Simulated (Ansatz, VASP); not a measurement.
# InP: VASP beside Ansatz

```xyz
2
Lattice="0.0000 2.7688 2.7688 2.7688 0.0000 2.7688 2.7688 2.7688 0.0000" Properties=species:S:1:pos:R:3 pbc="T T T"
In    0.0000    0.0000    0.0000
P     2.7688    2.7688    2.7688
```

Measurements of this composition are mostly on another form, of space group No. 216.

Alike in both runs: functional PBE; k mesh 8 × 8 × 8; occupations gaussian, width 0.02 eV; no spin polarisation.

```csv
,VASP,Ansatz
version,VASP 6.6.1,Ansatz 0.2.0
potentials or method,"VASP PAW PBE potentials, release 64 (In_d, P)",Ansatz PAW
plane-wave cutoff (eV),520,420
valence electrons in the cell,18,18
task,electron localisation function,single point
```

|  | VASP | Ansatz | Ansatz less VASP |
| --- | --- | --- | --- |
| gap on the k mesh at the Fermi level (eV) | none | none | - |
| pressure (GPa) | -0.1 | -0.1 | +0.02 |

A gap of «none» marks a metal or a gap that the smearing closes. With one functional, cell and mesh, what is left measures potentials, basis and numerics.
